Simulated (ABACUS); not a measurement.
# Sn (I4_1/amd) in ABACUS: equation of state

Aim: energy against volume of Sn in PBEsol, for its equilibrium volume and stiffness.

Program: ABACUS 3.10.1. These are calculated values, not measurements. Logs are shortened: lines on timing, memory, paths and dates and some standing lists are left out, and cuts for length are marked.

### 1 The crystal as given

Symmetry: I4_1/amd, No. 141, tetragonal system. Conventional cell: a = 5.880 Å, b = 5.880 Å, c = 3.199 Å, α = 90.00°, β = 90.00°, γ = 90.00°. Around Sn (site symmetry -4m2) lie 6 Sn at 3.05 to 3.20 Å.

### 2 Equation of state, PBEsol, 25.99 Å³/atom (volume scaled by 0.94)

Contents of INPUT:

```
INPUT_PARAMETERS
suffix              Sn
calculation         scf
basis_type          pw
pseudo_dir          ./
symmetry            1
dft_functional      pbesol
ecutwfc             73
pseudo_rcut         7
nspin               1
nbands              18
ks_solver           dav
smearing_method     fd
smearing_sigma      0.00367493
scf_thr             1e-08
scf_nmax            100
mixing_type         broyden
mixing_beta         0.7
cal_force           1
cal_stress          1
kpar                4
```

Contents of STRU:

```
ATOMIC_SPECIES
Sn 118.7100 Sn.upf

LATTICE_CONSTANT
1.8897261246

LATTICE_VECTORS
-2.8801207477 2.8801207477 1.5666540120
2.8801207477 -2.8801207477 1.5666540120
2.8801207477 2.8801207477 -1.5666540120

ATOMIC_POSITIONS
Direct

Sn
0.0
2
0.0000000000 0.0000000000 0.0000000000 1 1 1
0.7500000000 0.2500000000 0.5000000000 1 1 1
```

Contents of KPT:

```
K_POINTS
0
Gamma
9 9 9 0 0 0
```

Potentials or basis: PseudoDojo NC SR 0.4.1 PBEsol standard, plane waves.

Run with:

```sh
$ OMP_NUM_THREADS=1 mpirun -np 4 abacus > log
```

running log:

```text
ABACUS v3.10.1

               Atomic-orbital Based Ab-initio Computation at UStc

 ------------------------------------------------------------------------------------

 READING GENERAL INFORMATION
                           global_out_dir = OUT.Sn/
                           global_in_card = INPUT
                               pseudo_dir = ./
                              orbital_dir =
                                    DSIZE = 4
                                    GSIZE = 1

 READING UNITCELL INFORMATION
                                    ntype = 1
                  lattice constant (Bohr) = 1.88973
              lattice constant (Angstrom) = 1

 READING ATOM TYPE 1
                               atom label = Sn
                      L=0, number of zeta = 1
                      L=1, number of zeta = 1
                      L=2, number of zeta = 1
             number of atom for this type = 2

                        TOTAL ATOM NUMBER = 2
DIRECT COORDINATES
    atom                   x                   y                   z     mag                  vx                  vy                  vz
taud_Sn1            0.0000000000        0.0000000000        0.0000000000  0.0000        0.0000000000        0.0000000000        0.0000000000
taud_Sn2            0.7500000000        0.2500000000        0.5000000000  0.0000        0.0000000000        0.0000000000        0.0000000000

                          Volume (Bohr^3) = 350.793
                             Volume (A^3) = 51.9821

 Lattice vectors: (Cartesian coordinate: in unit of a_0)
             -2.88012            +2.88012            +1.56665
             +2.88012            -2.88012            +1.56665
             +2.88012            +2.88012            -1.56665
 Reciprocal vectors: (Cartesian coordinate: in unit of 2 pi/a_0)
                   +0           +0.173604           +0.319152
            +0.173604                  +0           +0.319152
            +0.173604           +0.173604                  +0
 The esolver type has been set to : ksdft_pw

                PAO radial cut off (Bohr) = 7

 Read in pseudopotential file is Sn.upf
                     pseudopotential type = NC
          exchange-correlation functional = PBESOL
                 nonlocal core correction = 1
                        valence electrons = 14
                                     lmax = 2
                           number of zeta = 3
                     number of projectors = 6
                           L of projector = 0
                           L of projector = 0
                           L of projector = 1
                           L of projector = 1
                           L of projector = 2
                           L of projector = 2
     initial pseudo atomic orbital number = 18

 SETUP THE ELECTRONS NUMBER
            electron number of element Sn = 14
      total electron number of element Sn = 28
            AUTOSET number of electrons:  = 28
                           occupied bands = 14
                                   NBANDS = 18
                                   NLOCAL = 18

%%%%%%%%%%%%%%%%%%%%%%%%%%%%%%%%%%%%%%%%%%%%%%%%%%%%%%%%%%%%%%%%%%%%%%%%%%%%%%%%%%%%%%%%%%%%%%%%%%%%%%%%%%
 Warning: the number of valence electrons in pseudopotential > 4 for Sn: [Kr] 4d10 5s2 5p2
 Pseudopotentials with additional electrons can yield (more) accurate outcomes, but may be less efficient.
 If you're confident that your chosen pseudopotential is appropriate, you can safely ignore this warning.
%%%%%%%%%%%%%%%%%%%%%%%%%%%%%%%%%%%%%%%%%%%%%%%%%%%%%%%%%%%%%%%%%%%%%%%%%%%%%%%%%%%%%%%%%%%%%%%%%%%%%%%%%%

 SETUP THE PLANE WAVE BASIS
 energy cutoff for charge/potential (unit:Ry) = 292
            fft grid for charge/potential = [ 45, 45, 45 ]
                        fft grid division = [ 1, 1, 1 ]
        big fft grid for charge/potential = [ 45, 45, 45 ]
                                     nbxx = 91125
                                     nrxx = 91125

 SETUP PLANE WAVES FOR CHARGE/POTENTIAL
                    number of plane waves = 29665
                         number of sticks = 1061

 PARALLEL PW FOR CHARGE/POTENTIAL
     PROC   COLUMNS(POT)             PW
        1           1061          29665
 --------------- sum -------------------
        1           1061          29665
                            number of |g| = 1708
                                  max |g| = 26.4126
                                  min |g| = 0

----------- Double Check Mixing Parameters Begin ------------
mixing_type: broyden
mixing_beta: 0.7
mixing_gg0: 1
mixing_gg0_min: 0.1
mixing_ndim: 8
----------- Double Check Mixing Parameters End ------------

 LATTICE VECTORS: (CARTESIAN COORDINATE: IN UNIT OF A0)
             -2.88012            +2.88012            +1.56665
[... 26 lines left out ...]
                                       C4 = 0
                                       C6 = 0
                                       S1 = 2
                                       S3 = 0
                                       S4 = 2
                                       S6 = 0
                              POINT GROUP = D_2d
               POINT GROUP IN SPACE GROUP = D_4h

 SETUP K-POINTS
                                    nspin = 1
                   Input type of k points = Monkhorst-Pack(Gamma)
                                   nkstot = 729
                       right hand lattice = 1
(for reciprocal lattice: )
                             BRAVAIS TYPE = 6
                     BRAVAIS LATTICE NAME = 06. Tetrogonal I (body-centered)
                                    ibrav = 6
                       right hand lattice = 1
(for k-lattice: )
                             BRAVAIS TYPE = 6
                     BRAVAIS LATTICE NAME = 06. Tetrogonal I (body-centered)
                                    ibrav = 6
                       right hand lattice = 1
                        ROTATION MATRICES = 16
                               nkstot_ibz = 75
K-POINTS REDUCTION ACCORDING TO SYMMETRY
     IBZ    DIRECT_X    DIRECT_Y    DIRECT_Z  WEIGHT  ibz2bz
       1  0.00000000  0.00000000  0.00000000  0.0014       0
       2 -0.11111111  0.00000000  0.11111111  0.0110       1
       3 -0.22222222  0.00000000  0.22222222  0.0110       2
       4 -0.33333333  0.00000000  0.33333333  0.0110       3
       5 -0.44444444  0.00000000  0.44444444  0.0110       4
       6  0.11111111  0.11111111 -0.22222222  0.0110      10
[... 22 lines left out ...]
      29 -0.11111111  0.11111111  0.11111111  0.0055      98
      30  0.22222222  0.22222222  0.44444444  0.0110     101
[... 45 further k points ...]

                               nkstot now = 75
[... K-POINTS DIRECT COORDINATES: 75 rows ...]

           k-point number in this process = 19
       minimum distributed K point number = 18
[... stars of the k points ...]

[... K-POINTS CARTESIAN COORDINATES: 19 rows ...]

[... K-POINTS DIRECT COORDINATES: 19 rows ...]

 SETUP PLANE WAVES FOR WAVE FUNCTIONS
     energy cutoff for wavefunc (unit:Ry) = 73
              fft grid for wave functions = [ 45, 45, 45 ]
                    number of plane waves = 4981
                         number of sticks = 323

 PARALLEL PW FOR WAVE FUNCTIONS
     PROC   COLUMNS(POT)             PW
        1            323           4981
 --------------- sum -------------------
        1            323           4981

 SETUP NONLOCAL PSEUDOPOTENTIALS IN PLANE WAVE BASIS
 Sn non-local projectors:
 projector 1 L=0
 projector 2 L=0
 projector 3 L=1
 projector 4 L=1
 projector 5 L=2
 projector 6 L=2
      TOTAL NUMBER OF NONLOCAL PROJECTORS = 36

 Init Non-Local PseudoPotential table :
 Init Non-Local-Pseudopotential done.

                                     npwx = 3713

 Make real space PAO into reciprocal space.
       max mesh points in Pseudopotential = 701
     dq(describe PAO in reciprocal space) = 0.01
                                    max q = 1030

 number of pseudo atomic orbitals for Sn is 3
WARNING: norm of atomic wavefunction # 2 of atomic type Sn is 0.999796, renormalized
WARNING: norm of atomic wavefunction # 3 of atomic type Sn is 0.992683, renormalized

 -------------------------------------------
 SELF-CONSISTENT
 -------------------------------------------
                                 init_chg = atomic

 PW ALGORITHM --------------- ION=   1  ELEC=   1--------------------------------
 Notice: Threshold on eigenvalues was too large.
 hsover_error=0.28 > DRHO=0.0134417
 Origin diag ethr = 0.01
 New diag ethr = 4.8006e-05

 Density error is 0.0136281052717
                          Error Threshold = 4.80059544847e-05
----------------------------------------------------------
     Energy           Rydberg                 eV
----------------------------------------------------------
 E_KohnSham     -314.5191689671      -4279.2528281768
 E_Harris       -315.8082501656      -4296.7916776617
 E_Fermi        0.8564920711         11.6531724585
----------------------------------------------------------
[... 51 lines left out ...]
 Density error is 5.38886629776e-09
                          Error Threshold = 1.33285142421e-10
----------------------------------------------------------
     Energy           Rydberg                 eV
----------------------------------------------------------
 E_KohnSham     -314.5213839936      -4279.2829651587
 E_KS(sigma->0) -314.5211123694      -4279.2792695218
 E_Harris       -314.5208366497      -4279.2755181629
 E_band         -10.4059330424       -141.5799823830
 E_one_elec     -93.9167801251       -1277.8033475142
 E_Hartree      66.8753591946        909.8859408432
 E_xc           -87.3180290473       -1188.0227331734
 E_Ewald        -200.1613907673      -2723.3354340404
 E_entropy(-TS) -0.0005432484        -0.0073912739
 E_descf        0.0000000000         0.0000000000
 E_exx          0.0000000000         0.0000000000
 E_Fermi        0.8513943898         11.5838149467
----------------------------------------------------------

 charge density convergence is achieved
 final etot is -4279.2829652 eV
 EFERMI = 11.583814947 eV

 STATE ENERGY(eV) AND OCCUPATIONS    NSPIN == 1
 1/19 kpoint (Cartesian) = 0.0000 0.0000 0.0000 (3677 pws)
       1       -10.1102     0.00274348
       2       -10.0069     0.00274348
       3       -9.97080     0.00274348
       4       -9.94739     0.00274348
       5       -9.77481     0.00274348
       6       -9.77481     0.00274348
[... 98 lines left out ...]
       5       -9.82512      0.0219479
       6       -9.81243      0.0219479
[... 10 lines left out ...]
      17        15.5964    3.08171e-37
      18        16.7914    1.28411e-47

[... levels at 13 further k points ...]

------------------------------------------------------------------------------------------
 TOTAL-FORCE (eV/Angstrom)
------------------------------------------------------------------------------------------
                       Sn1         0.0000000000         0.0000000000         0.0000000000
                       Sn2         0.0000000000         0.0000000000         0.0000000000
------------------------------------------------------------------------------------------

----------------------------------------------------------------
 TOTAL-STRESS (KBAR)
----------------------------------------------------------------
        24.9764089719         0.0000000000         0.0000000000
         0.0000000000        24.9764089719        -0.0000000000
        -0.0000000000        -0.0000000000        17.3468557229
----------------------------------------------------------------
 TOTAL-PRESSURE: 22.433225 KBAR

 --------------------------------------------
 !FINAL_ETOT_IS -4279.2829651587289845 eV
 --------------------------------------------
```

Run time: 14 s. Hardware: 4 MPI ranks of Intel Xeon 6975P-C (Granite Rapids), shared host; peak memory 0.4 GiB.

Results:

| Property | Result |
| --- | --- |
| Free energy | -4279.2830 eV |
| Pressure | 2.2 GPa |
| Band gap on the k mesh | none (metal or under the smearing width) |

### 3 Equation of state, PBEsol, 26.54 Å³/atom (volume scaled by 0.96)

INPUT is that of step 2.

Contents of STRU:

```
ATOMIC_SPECIES
Sn 118.7100 Sn.upf

LATTICE_CONSTANT
1.8897261246

LATTICE_VECTORS
-2.9004039564 2.9004039564 1.5776871502
2.9004039564 -2.9004039564 1.5776871502
2.9004039564 2.9004039564 -1.5776871502

ATOMIC_POSITIONS
Direct

Sn
0.0
2
0.0000000000 0.0000000000 0.0000000000 1 1 1
0.7500000000 0.2500000000 0.5000000000 1 1 1
```

KPT is that of step 2.

Potentials or basis: PseudoDojo NC SR 0.4.1 PBEsol standard, plane waves.

Run with:

```sh
$ OMP_NUM_THREADS=1 mpirun -np 4 abacus > log
```

It took 15 s on 4 MPI ranks of Intel Xeon 6975P-C (Granite Rapids), shared host; peak memory 0.44 GiB.

It converged, with:

```
Free energy            : -4279.2937 eV
Pressure               : 0.9 GPa
Band gap on the k mesh : none (metal or under the smearing width)
```

[end of part 1 of 2]
